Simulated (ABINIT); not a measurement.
## BN (Qingsongite): G0W0 in ABINIT against the screening cutoff in the self-energy

Wanted: the cheapest screening cutoff in the self-energy that holds the gap of BN (Qingsongite).

Calculated with ABINIT 10.8.3; PBE and many-body steps on it, plane waves.

## Step 1: Set-up

The structure is cubic, space group F-43m (No. 216). The conventional cell has a = 3.615 Å, b = 3.615 Å, c = 3.615 Å, α = 90.00°, β = 90.00°, γ = 90.00°. Nearest to B lie 4 N at 1.57 Å. Nearest to N lie 4 B at 1.57 Å. Farther neighbours and most contacts between anions are not listed.

The cell and positions come from the Crystallography Open Database and are kept as given unless a step says otherwise.

## Step 2: Screening, 8×8×8 mesh, 218 bands, screening to 435.4 eV

This step: ABINIT 10.8.3; RPA screening on PBE, plane waves, norm-conserving pseudopotentials.

The RPA dielectric matrix is built and inverted for each q.

File run.abi:

```
acell 3*1.0 Angstrom
rprim 
  -0.000000000000 1.807500000000 1.807500000000
  1.807500000000 0.000000000000 1.807500000000
  1.807500000000 1.807500000000 -0.000000000000
ntypat 2
znucl 5 7
natom 2
typat 1 2
xred 
  0.000000000000 0.000000000000 0.000000000000
  0.250000000000 0.250000000000 0.250000000000
pp_dirpath "pseudos"
pseudos "B.upf, N.upf"
ecut 36
ngkpt 8 8 8
nshiftk 1
shiftk 0 0 0
kptopt 1
chksymbreak 0
istwfk *1
occopt 1
irdwfk 1
optdriver 3
nband 218
ecuteps 16
inclvkb 2
awtr 1
symchi 1
indata_prefix "in"
outdata_prefix "out"
tmpdata_prefix "tmp"
```

Started as:

```bash
$ OMP_NUM_THREADS=1 mpirun -n 8 abinit run.abi > log
```

What it wrote:

```text
.Version 10.8.3 of ABINIT. v10.8.2 released Aug 2026.

 Symmetries : space group F-4 3 m (#216); Bravais cF (face-center cubic)
[... echo of the input left out ...]
== DATASET  1 ==================================================================
-   mpi_nproc: 8, omp_nthreads: 1 (-1 if OMP is not activated)

--- !DatasetInfo
iteration_state: {dtset: 1, }
dimensions: {natom: 2, nkpt: 29, mband: 218, nsppol: 1, nspinor: 1, nspden: 1, mpw: 869, }
cutoff_energies: {ecut:  36.0, pawecutdg:  -1.0, }
electrons: {nelect:   8.00000000E+00, charge:   0.00000000E+00, occopt:   1.00000000E+00, tsmear:   1.00000000E-02, }

 SCREENING: Calculation of the susceptibility and dielectric matrices

 Based on a program developped by R.W. Godby, V. Olevano, G. Onida, and L. Reining.
 Incorporated in ABINIT by V. Olevano, G.-M. Rignanese, and M. Torrent.
.Using double precision arithmetic ; gwpc =  8

[... cell and pseudopotentials left out ...]
--------------------------------------------------------------------------------

 ==== K-mesh for the wavefunctions ====
 Number of points in the irreducible wedge :    29
[... list of points left out ...]
 Together with 24 symmetry operations and time-reversal symmetry
 yields   512 points in the full Brillouin Zone.

 ==== Q-mesh for the screening function ====
 Number of points in the irreducible wedge :    29
[... list of points left out ...]
 Together with 24 symmetry operations and time-reversal symmetry
 yields   512 points in the full Brillouin Zone.

 setmesh: FFT mesh size selected  =    24x   24x   24
          total number of points  =        13824

 vcoul_init : cutoff-mode = AUXILIARY_FUNCTION
 q-points for optical limit:   1
     1)      0.000010    0.000020    0.000030

- screening: taking advantage of time-reversal symmetry
- Maximum band index for partially occupied states nbvw = 4
- Remaining bands to be divided among processors   nbcw = 214
- Number of bands treated by each node ~26

 Number of electrons calculated from density =    8.0000; Expected =    8.0000
 average of density, n =  0.100376
 r_s =    1.3348
 omega_plasma =   30.5612 [eV]

 calculating chi0 at frequencies [eV] :
  1    0.000000E+00    0.000000E+00
  2    0.000000E+00    3.056116E+01

--------------------------------------------------------------------------------
  q-point number  1        q = ( 0.000000, 0.000000, 0.000000) [r.l.u.]
--------------------------------------------------------------------------------
[... chi0 elements left out ...]
 For q-point:  0.000010 0.000020 0.000030
  dielectric constant =   4.3078
  dielectric constant without local fields =   4.6612

  Average fulfillment of the sum rule on Im[epsilon] for q-point    1 :     99.08  [%]
[... wings left out ...]
  q-point number  2        q = ( 0.125000, 0.000000, 0.000000) [r.l.u.]
--------------------------------------------------------------------------------
[... chi0 elements left out ...]
  Average fulfillment of the sum rule on Im[epsilon] for q-point    2 :    101.13  [%]

 [... 27 further q-points ...]
```

Elapsed: 4.5 min, on 8 MPI ranks of AMD EPYC 7R43, shared host; peak memory 3.1 GiB.

This step gave:

* ε∞ with local fields, on this mesh, along the program's q direction: 4.308
* the same without local fields: 4.661
* plasma frequency: 30.56 eV
* plane waves in the screening matrix: 259

Local fields lower ε∞ by 8 %.

## Step 3: 1.6 Ha

This step: G0W0 on PBE, plane waves, norm-conserving pseudopotentials.

run.abi, as its differences from that of step 2:

```diff
@@ -23,8 +23,17 @@
 irdwfk 1
-optdriver 3
+optdriver 4
 nband 218
-ecuteps 16
-inclvkb 2
-awtr 1
-symchi 1
+gwcalctyp 0
+ecutsigx 36
+symsigma 1
+nkptgw 2
+kptgw 
+  0.0000000000 0.0000000000 0.0000000000
+  0.5000000000 0.5000000000 0.0000000000
+bdgw 
+  2 7
+  3 6
+ecuteps 1.6
+irdscr 1
+ppmodel 1
 indata_prefix "in"
```

What it wrote:

```text
.Version 10.8.3 of ABINIT. v10.8.2 released Aug 2026.

 Symmetries : space group F-4 3 m (#216); Bravais cF (face-center cubic)
[... echo of the input left out ...]
== DATASET  1 ==================================================================
-   mpi_nproc: 8, omp_nthreads: 1 (-1 if OMP is not activated)

--- !DatasetInfo
iteration_state: {dtset: 1, }
dimensions: {natom: 2, nkpt: 29, mband: 218, nsppol: 1, nspinor: 1, nspden: 1, mpw: 869, }
cutoff_energies: {ecut:  36.0, pawecutdg:  -1.0, }
electrons: {nelect:   8.00000000E+00, charge:   0.00000000E+00, occopt:   1.00000000E+00, tsmear:   1.00000000E-02, }

 SIGMA: Calculation of the GW corrections

 Based on a program developped by R.W. Godby, V. Olevano, G. Onida, and L. Reining.
 Incorporated in ABINIT by V. Olevano, G.-M. Rignanese, and M. Torrent.
.Using double precision arithmetic ; gwpc =  8

[... cell and pseudopotentials left out ...]
--------------------------------------------------------------------------------

 ==== K-mesh for the wavefunctions ====
 Number of points in the irreducible wedge :    29
[... list of points left out ...]
 Together with 24 symmetry operations and time-reversal symmetry
 yields   512 points in the full Brillouin Zone.

 ==== Q-mesh for screening function ====
 Number of points in the irreducible wedge :    29
[... list of points left out ...]
 Together with 24 symmetry operations and time-reversal symmetry
 yields   512 points in the full Brillouin Zone.

 vcoul_init : cutoff-mode = AUXILIARY_FUNCTION
 q-points for optical limit:   1
     1)      0.000010    0.000020    0.000030
 setmesh: FFT mesh size selected  =    25x   25x   25
          total number of points  =        15625

 Number of electrons calculated from density =    8.0000; Expected =    8.0000
 average of density, n =  0.100376
 r_s =    1.3348
 omega_plasma =   30.5612 [eV]

 === KS Band Gaps ===
  >>>> For spin  1
   Minimum direct gap =   8.8782 [eV], located at k-point      :   0.0000  0.0000  0.0000
   Fundamental gap    =   4.5349 [eV], Top of valence bands at :   0.0000  0.0000  0.0000
                                       Bottom of conduction at :   0.5000  0.5000  0.0000
 SIGMA fundamental parameters:
 PLASMON POLE MODEL  1
 number of plane-waves for SigmaX                  869
 number of plane-waves for SigmaC and W              9
 number of plane-waves for wavefunctions           869
 number of bands                                   218
 number of independent spin polarizations            1
 number of spinorial components                      1
 number of k-points in IBZ                          29
 number of q-points in IBZ                          29
 number of symmetry operations                      24
 number of k-points in BZ                          512
 number of q-points in BZ                          512
 number of frequencies for dSigma/dE                 9
 frequency step for dSigma/dE [eV]                0.25
 number of omega for Sigma on real axis              0
 max omega for Sigma on real axis  [eV]           0.00
 zcut for avoiding poles [eV]                     0.10

 EPSILON^-1 parameters (SCR file):
 dimension of the eps^-1 matrix on file            259
 dimension of the eps^-1 matrix used                 9
 number of plane-waves for wavefunctions           869
 number of bands                                   218
 number of q-points in IBZ                          29
 number of frequencies                               2
 number of real frequencies                          1
 number of imag frequencies                          1

 matrix elements of self-energy operator (all in [eV])

 Perturbative Calculation

--- !SelfEnergy_ee
iteration_state: {dtset: 1, }
kpoint     : [   0.000,    0.000,    0.000, ]
spin       : 1
KS_gap     :    8.878
QP_gap     :   11.157
Delta_QP_KS:    2.279
data: !SigmaeeData |
     Band     E0 <VxcDFT>   SigX SigC(E0)      Z dSigC/dE  Sig(E)    E-E0       E
        2   8.220 -18.520 -22.080   3.076   0.859  -0.165 -18.935  -0.415   7.805
        3   8.220 -18.520 -22.080   3.076   0.859  -0.165 -18.935  -0.415   7.805
        4   8.220 -18.520 -22.080   3.076   0.859  -0.165 -18.935  -0.415   7.805
        5  17.099 -13.778  -7.152  -4.461   0.861  -0.162 -11.915   1.863  18.962
        6  17.099 -13.778  -7.152  -4.461   0.861  -0.162 -11.915   1.863  18.962
        7  17.099 -13.778  -7.152  -4.461   0.861  -0.162 -11.915   1.863  18.962

--- !SelfEnergy_ee
iteration_state: {dtset: 1, }
kpoint     : [   0.500,    0.500,    0.000, ]
spin       : 1
KS_gap     :    9.442
QP_gap     :   11.392
Delta_QP_KS:    1.950
data: !SigmaeeData |
     Band     E0 <VxcDFT>   SigX SigC(E0)      Z dSigC/dE  Sig(E)    E-E0       E
        3   3.313 -16.496 -21.657   3.988   0.841  -0.189 -17.483  -0.986   2.327
        4   3.313 -16.496 -21.657   3.988   0.841  -0.189 -17.483  -0.986   2.327
        5  12.755 -12.570  -7.394  -4.065   0.868  -0.152 -11.606   0.964  13.719
        6  17.562 -12.696  -6.779  -4.532   0.865  -0.156 -11.498   1.198  18.760

== END DATASET(S) ==============================================================
================================================================================

 -outvars: echo values of variables after computation  --------
           etotal      0.0000000000E+00
            nband         218
             nkpt          29
          spgroup         216
 [... the other variables as echoed above ...]

 Calculation completed.
```

It took 3.8 s on 8 MPI ranks; peak memory 0.88 GiB; 28 s of CPU time.

Numbers from this step:

* G0W0 gap on the points computed: 5.914 eV
* starting gap on the mesh: 4.535 eV
* k of the valence top: 0, 0, 0
* k of the conduction bottom: 0.5, 0.5, 0
* Z at the valence top: 0.859
* Z at the conduction bottom: 0.868
* least direct G0W0 gap on the computed points: 11.16 eV

## Step 4: 3.2 Ha

run.abi, as its differences from that of step 3:

```diff
@@ -35,3 +35,3 @@
   3 6
-ecuteps 1.6
+ecuteps 3.2
 irdscr 1
```

What it wrote:

```text
.Version 10.8.3 of ABINIT. v10.8.2 released Aug 2026.

 Symmetries : space group F-4 3 m (#216); Bravais cF (face-center cubic)
[... echo of the input left out ...]
== DATASET  1 ==================================================================
-   mpi_nproc: 8, omp_nthreads: 1 (-1 if OMP is not activated)

--- !DatasetInfo
iteration_state: {dtset: 1, }
dimensions: {natom: 2, nkpt: 29, mband: 218, nsppol: 1, nspinor: 1, nspden: 1, mpw: 869, }
cutoff_energies: {ecut:  36.0, pawecutdg:  -1.0, }
electrons: {nelect:   8.00000000E+00, charge:   0.00000000E+00, occopt:   1.00000000E+00, tsmear:   1.00000000E-02, }

 SIGMA: Calculation of the GW corrections

 Based on a program developped by R.W. Godby, V. Olevano, G. Onida, and L. Reining.
 Incorporated in ABINIT by V. Olevano, G.-M. Rignanese, and M. Torrent.
.Using double precision arithmetic ; gwpc =  8

[... cell and pseudopotentials left out ...]
--------------------------------------------------------------------------------

 ==== K-mesh for the wavefunctions ====
 Number of points in the irreducible wedge :    29
[... list of points left out ...]
 Together with 24 symmetry operations and time-reversal symmetry
 yields   512 points in the full Brillouin Zone.

 ==== Q-mesh for screening function ====
 Number of points in the irreducible wedge :    29
[... list of points left out ...]
 Together with 24 symmetry operations and time-reversal symmetry
 yields   512 points in the full Brillouin Zone.

 vcoul_init : cutoff-mode = AUXILIARY_FUNCTION
 q-points for optical limit:   1
     1)      0.000010    0.000020    0.000030
 setmesh: FFT mesh size selected  =    25x   25x   25
          total number of points  =        15625

 Number of electrons calculated from density =    8.0000; Expected =    8.0000
[...]
number of omega for Sigma on real axis              0
 max omega for Sigma on real axis  [eV]           0.00
 zcut for avoiding poles [eV]                     0.10

 EPSILON^-1 parameters (SCR file):
 dimension of the eps^-1 matrix on file            259
 dimension of the eps^-1 matrix used                15
 number of plane-waves for wavefunctions           869
 number of bands                                   218
 number of q-points in IBZ                          29
 number of frequencies                               2
 number of real frequencies                          1
 number of imag frequencies                          1

 matrix elements of self-energy operator (all in [eV])

 Perturbative Calculation

--- !SelfEnergy_ee
iteration_state: {dtset: 1, }
kpoint     : [   0.000,    0.000,    0.000, ]
spin       : 1
KS_gap     :    8.878
QP_gap     :   10.817
Delta_QP_KS:    1.938
data: !SigmaeeData |
     Band     E0 <VxcDFT>   SigX SigC(E0)      Z dSigC/dE  Sig(E)    E-E0       E
        2   8.220 -18.520 -22.080   3.016   0.842  -0.187 -18.978  -0.459   7.762
        3   8.220 -18.520 -22.080   3.016   0.842  -0.187 -18.978  -0.459   7.762
        4   8.220 -18.520 -22.080   3.016   0.842  -0.187 -18.978  -0.459   7.762
[...]
--- !SelfEnergy_ee
iteration_state: {dtset: 1, }
kpoint     : [   0.500,    0.500,    0.000, ]
spin       : 1
KS_gap     :    9.442
QP_gap     :   11.227
Delta_QP_KS:    1.785
data: !SigmaeeData |
     Band     E0 <VxcDFT>   SigX SigC(E0)      Z dSigC/dE  Sig(E)    E-E0       E
[...]
5  12.755 -12.570  -7.394  -4.324   0.860  -0.162 -11.837   0.733  13.488
        6  17.562 -12.696  -6.779  -4.798   0.857  -0.167 -11.738   0.958  18.520

== END DATASET(S) ==============================================================
================================================================================

 -outvars: echo values of variables after computation  --------
           etotal      0.0000000000E+00
            nband         218
             nkpt          29
          spgroup         216
 [... the other variables as echoed above ...]

 Calculation completed.
```

Elapsed: 4 s, on 8 MPI ranks; peak memory 0.93 GiB.

Numbers from this step:

```
G0W0 gap on the points computed              : 5.726 eV
starting gap on the mesh                     : 4.535 eV
k of the valence top                         : 0, 0, 0
k of the conduction bottom                   : 0.5, 0.5, 0
Z at the valence top                         : 0.842
Z at the conduction bottom                   : 0.86
least direct G0W0 gap on the computed points : 10.82 eV
```

## Step 5: 5.6 Ha

The self-energy is evaluated for the states that the input lists, and the levels follow from it, in one-shot runs by the linearised quasiparticle equation.

run.abi, as its differences from that of step 4:

```diff
@@ -35,3 +35,3 @@
   3 6
-ecuteps 3.2
+ecuteps 5.6
 irdscr 1
```

What it wrote:

```text
.Version 10.8.3 of ABINIT. v10.8.2 released Aug 2026.

 Symmetries : space group F-4 3 m (#216); Bravais cF (face-center cubic)
[... echo of the input left out ...]
== DATASET  1 ==================================================================
-   mpi_nproc: 8, omp_nthreads: 1 (-1 if OMP is not activated)

--- !DatasetInfo
iteration_state: {dtset: 1, }
dimensions: {natom: 2, nkpt: 29, mband: 218, nsppol: 1, nspinor: 1, nspden: 1, mpw: 869, }
cutoff_energies: {ecut:  36.0, pawecutdg:  -1.0, }
[...]
Band     E0 <VxcDFT>   SigX SigC(E0)      Z dSigC/dE  Sig(E)    E-E0       E
[...]
5  12.755 -12.570  -7.394  -4.510   0.855  -0.170 -12.001   0.569  13.324
        6  17.562 -12.696  -6.779  -5.113   0.851  -0.175 -12.012   0.684  18.246

== END DATASET(S) ==============================================================
================================================================================

 -outvars: echo values of variables after computation  --------
           etotal      0.0000000000E+00
            nband         218
             nkpt          29
          spgroup         216
 [... the other variables as echoed above ...]

 Calculation completed.
```

Run time: 7 s. Hardware: 8 MPI ranks; peak memory 1.3 GiB.

This step gave:

- G0W0 gap on the points computed: 5.995 eV
- starting gap on the mesh: 4.535 eV
- k of the valence top: 0, 0, 0
- k of the conduction bottom: 0.5, 0.5, 0
- least direct G0W0 gap on the computed points: 10.90 eV

The gap on the mesh goes from 4.53 eV to 6.00 eV, a correction of +1.46 eV.

(Part 1 of 2 ends here.)

[Paths, hosts, dates, memory and timing lines, banners, echoed tables and standing remarks are left out of the program output.]

[Logs are printed without paths, hosts, clocks, repeated set-up lines and the standing remarks that a program may print on its own settings, such as how far it seeks lower states.]

[Runs of the session that timed out or met a known fault of the program may be left out.]

[Hosts, paths, dates, database ids (printed as entryN), source tags and the programs' standing remarks are cut or masked in the printed files.]

[G0W0 gaps are taken among the corrected bands and points alone; a level outside them can change the order at an edge.]

[Where Ansatz stands beside ABINIT at settings called matched, ABINIT's density can come from a denser mesh and the files from another edition; pairs whose starting gaps differed by over 0.03 eV were left out, so agreement reads better than it is.]
